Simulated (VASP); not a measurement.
# BaS (R3m) in VASP: single point with PBE

Aim: the single point of BaS with PBE.

All numbers are computed with VASP 6.6.1; they aren't measurements. Logs are shortened: lines on timing, memory, paths and dates and some standing lists are left out, and cuts for length are marked.

### 1 The cell of the first run

Symmetry: R3m, No. 160, trigonal system. The conventional cell has a = 4.775 Å, b = 4.775 Å, c = 12.738 Å, α = 90.00°, β = 90.00°, γ = 120.00°. Around Ba (site symmetry 3m) lie 4 S at 3.01 to 3.05 Å. S (site symmetry 3m) is surrounded by 4 Ba at 3.01 to 3.05 Å.

The cell was built by a generator and needn't be a form met in nature.

### 2 Single point, PBE (epitaxial_111 strain -4.1%)

Contents of INCAR:

```
PREC     = Accurate       # precision mode
ENCUT    = 520            # plane-wave cutoff, eV
EDIFF    = 1E-6           # SCF threshold, eV
ISMEAR   = -1             # smearing method
SIGMA    = 0.02           # smearing width, eV
LREAL    = False          # projectors in reciprocal space
LASPH    = True           # aspherical terms in the spheres
NELM     = 100            # most SCF steps
ALGO     = Normal         # electronic algorithm
ISIF     = 2              # what is computed and relaxed
LWAVE    = False          # write WAVECAR
LCHARG   = False          # write CHGCAR
GGA      = PE             # functional
NBANDS   = 15             # bands
```

Contents of KPOINTS:

```
Automatic mesh
0
Gamma
  6 6 6
```

Contents of POSCAR:

```
BaS
1.0
    0.2005668287      3.5767385405      3.5767385405
    3.5767385405      0.2005668287      3.5767385405
    3.5767385405      3.5767385405      0.2005668287
Ba S
1 1
Direct
    0.0053788689      0.0053788689      0.0053788689
    0.2446211311      0.2446211311      0.2446211311
```

Potentials or basis: VASP PAW PBE potentials, release 64 (Ba_sv, S).

Launch:

```console
$ cat potpaw_PBE.64/Ba_sv/POTCAR potpaw_PBE.64/S/POTCAR > POTCAR
$ mpirun -np 1 vasp_std > vasp.out
```

OUTCAR:

```text
PREC = Accurate
   ENCUT = 520
   EDIFF = 1E-6
   ISMEAR = -1
   LREAL = False
   LASPH = True
   NELM = 100
   ISIF = 2
   GGA = PE

 ion  position               nearest neighbor table
   1  0.005  0.005  0.005-   2 3.01   2 3.01   2 3.01   2 3.05
   2  0.245  0.245  0.245-   1 3.01   1 3.01   1 3.01   1 3.05

  LATTYP: Found a trigonal (rhomboedric) cell.
 ALAT       =     5.0622469544
 COS(alpha) =     0.5552024383

  Lattice vectors:

 A1 = (   0.2005668287,   3.5767385405,   3.5767385405)
 A2 = (   3.5767385405,   0.2005668287,   3.5767385405)
 A3 = (   3.5767385405,   3.5767385405,   0.2005668287)

Analysis of symmetry for initial positions (statically):
=====================================================================
 Subroutine PRICEL returns:
 Original cell was already a primitive cell.

 Routine SETGRP: Setting up the symmetry group for a
 trigonal (rhombohedral) supercell.

 Subroutine GETGRP returns: Found  6 space group operations
 (whereof  6 operations were pure point group operations)
 out of a pool of 12 trial point group operations.

The static configuration has the point symmetry C_3v.

Analysis of symmetry for dynamics (positions and initial velocities):
=====================================================================
 Subroutine PRICEL returns:
 Original cell was already a primitive cell.

 Routine SETGRP: Setting up the symmetry group for a
 trigonal (rhombohedral) supercell.

 Subroutine GETGRP returns: Found  6 space group operations
 (whereof  6 operations were pure point group operations)
 out of a pool of 12 trial point group operations.

The dynamic configuration has the point symmetry C_3v.

 Subroutine INISYM returns: Found  6 space group operations
 (whereof  6 operations are pure point group operations),
 and found     1 'primitive' translations

----------------------------------------------------------------------------------------

                                     Primitive cell

  volume of cell :      83.8253

  direct lattice vectors                    reciprocal lattice vectors
     0.200566829  3.576738541  3.576738541    -0.152135775  0.144057691  0.144057691
     3.576738541  0.200566829  3.576738541     0.144057691 -0.152135775  0.144057691
     3.576738541  3.576738541  0.200566829     0.144057691  0.144057691 -0.152135775

  length of vectors
     5.062246954  5.062246954  5.062246954     0.254264686  0.254264686  0.254264686

  position of ions in fractional coordinates (direct lattice)
     0.005378869  0.005378869  0.005378869
[... 89 lines left out ...]
   NELECT =      16.0000    total number of electrons
   NUPDOWN=      -1.0000    fix difference up-down
   EMIN   =  10.00;   EMAX   =-10.00  energy-range for DOS
   EFERMI =   0.00;   METHOD = LEGACY
   ISMEAR =    -1;   SIGMA  =   0.02  broadening in eV -4-tet -1-fermi 0-gaus
   EFERMI_NEDOS =   21; number of points for ismear=-14 and -15
   IALGO  =     38    algorithm
   IMIX   =      4    mixing-type and parameters
     AMIX     =   0.40;   BMIX     =  1.00
     AMIX_MAG =   1.60;   BMIX_MAG =  1.00
  volume/ion in A,a.u.               =      41.91       282.84
  Fermi-wavevector in a.u.,A,eV,Ry     =   0.942591  1.781238 12.088462  0.888477
  Thomas-Fermi vector in A             =   2.070215
   LORBIT       =      0    0 simple, 1 ext, 2 COOP (PROOUT), +10 PAW based schemes
   GGA     = PE    functional components
   LHFCALC =     F    Hartree Fock is set to
   AEXX    =    0.0000 exact exchange contribution
   IVDW    =     0    specifies the selected vdW correction
   LEPSILON=     F    determine dielectric tensor
   LRPA    =     F    only Hartree local field effects (RPA)
 non-spin polarized calculation
  energy-cutoff  :      520.00
  volume of cell :       83.83
 maximum number of plane-waves:      2278
 NGX is ok and might be reduce to    40
   NGX = 19   NGY = 19   NGZ = 19

 number of electron      15.9999999 magnetization

 Free energy of the ion-electron system (eV)
  ---------------------------------------------------
  ext. energy  EPLUGINS =         0.00000000
  ---------------------------------------------------
  free energy    TOTEN  =        -9.69410866 eV

  energy without entropy =       -9.69410866  energy(sigma->0) =       -9.69410866

 E-fermi :   0.4578     XC(G=0):  -7.3321

 val. band max:        0.0112757977   @ k =   0.5000   0.5000  -0.0000
 cond. band min:       2.7918400181   @ k =   0.0000   0.0000   0.0000
 fundamental gap:      2.7805642204
 Fermi energy:         0.4577937698

 k-point     1 :       0.0000    0.0000    0.0000
  band No.  band energies     occupation
      1     -26.0219      2.00000
      2     -11.2270      2.00000
      3     -11.2041      2.00000
      4     -11.2041      2.00000
      5      -9.9455      2.00000
      6      -0.8605      2.00000
      7      -0.6493      2.00000
      8      -0.6493      2.00000
      9       2.7918      0.00000
     10       5.0668      0.00000
     11       5.0668      0.00000
     12       6.9849      0.00000
     13       6.9849      0.00000
     14       7.2593      0.00000
[... 401 lines left out ...]
      2     -11.9930      2.00000
      3     -11.3614      2.00000
      4     -11.3192      2.00000
      5      -9.0239      2.00000
      6      -0.8845      2.00000
      7      -0.3264      2.00000
      8       0.0015      2.00000
      9       3.4114      0.00000
     10       4.3615      0.00000
     11       6.0443      0.00000
     12       6.4239      0.00000
     13       7.3465      0.00000
     14       8.6861      0.00000
     15       8.8854      0.00000

 [... further k-points ...]

------------------------ aborting loop because EDIFF is reached ----------------------------------------

  FORCE on cell =-STRESS in cart. coord.  units (eV):
  Direction    XX          YY          ZZ          XY          YZ          ZX
  --------------------------------------------------------------------------------------
  -------------------------------------------------------------------------------------
  Total        0.7234343      0.7234343      0.7234343     -0.2505568     -0.2505568     -0.2505568
  in kB       13.8272061     13.8272061     13.8272061     -4.7889626     -4.7889626     -4.7889626
  external PRESSURE =      13.8272061 kB  Pullay stress =       0.0000000 kB

 VOLUME and BASIS-vectors are now :
 -----------------------------------------------------------------------------
  energy-cutoff  :      520.00
  volume of cell :       83.83
      direct lattice vectors                 reciprocal lattice vectors
     0.200566829  3.576738541  3.576738541    -0.152135775  0.144057691  0.144057691
     3.576738541  0.200566829  3.576738541     0.144057691 -0.152135775  0.144057691
     3.576738541  3.576738541  0.200566829     0.144057691  0.144057691 -0.152135775

 POSITION                                       TOTAL-FORCE (eV/Angst)
 -----------------------------------------------------------------------------------
      0.03956      0.03956      0.03956         0.003747      0.003747      0.003747
      1.79895      1.79895      1.79895        -0.003747     -0.003747     -0.003747
 -----------------------------------------------------------------------------------
    total drift:                               -0.000083     -0.000083     -0.000083

  FREE ENERGIE OF THE ION-ELECTRON SYSTEM (eV)
  ---------------------------------------------------
  free  energy   TOTEN  =        -9.6941086630 eV

  energy  without entropy=       -9.6941086630  energy(sigma->0) =       -9.69410866
```

Run time: 25 s. Hardware: 1 thread of Intel Xeon 6975P-C (Granite Rapids), shared host; peak memory 0.25 GiB.

What came out:

| Item | Value |
| --- | --- |
| Free energy | -9.6941 eV |
| Pressure | 1.4 GPa |
| Largest force | 0.006 eV/Å |
| Band gap on the k mesh | 2.78 eV, indirect (least direct gap 3.41 eV) |

Forces on the atoms (eV/Å):
```
Ba   0.004  0.004  0.004
S   -0.004 -0.004 -0.004
```

Levels at points of the mesh, in eV from the valence-band top:
```tsv
k point	band 5	band 6	band 7	band 8	band 9	band 10	band 11	band 12
(0.00, 0.00, 0.00)	-9.96	-0.87	-0.66	-0.66	2.78	5.06	5.06	6.97
(0.50, 0.00, 0.00)	-9.29	-0.60	-0.51	-0.48	4.47	4.76	5.62	5.77
(0.50, 0.50, 0.00)	-9.05	-1.16	-0.07	0.00	3.44	4.58	6.25	6.40
(0.50, 0.50, 0.50)	-9.14	-0.81	-0.38	-0.38	4.32	5.22	5.22	5.52
```

Caveat: spin-orbit coupling is left out, which moves the levels of the heavy elements.
